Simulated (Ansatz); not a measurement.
Take a crystal in which Mg has been replaced by Cd on all its sites, with the cell rescaled by a rough guess (in some cases also distorted within its space group) and nothing relaxed:

```
Cd
1.0
     3.22391    0.00000    0.00000
    -1.61196    2.79199    0.00000
     0.00000    0.00000   10.47181
Cd
4
Direct
  0.00000 0.00000 0.00000
  0.33333 0.66667 0.25000
  0.00000 0.00000 0.50000
  0.66667 0.33333 0.75000
```

Computed with DFT PBE, scalar-relativistic, plane waves, PAW (Ansatz).

Plane waves to 420 eV, a k mesh through Γ of 15×15×4 on the computed 4-atom cell and Gaussian smearing (0.10 eV); no spin polarisation.

Question: What pressure does the cell carry?

Answer: The pressure is -1.3 GPa (positive in compression), so the cell would contract.

Question: Is it a metal on this mesh?

Answer: Yes, a band crosses the Fermi level.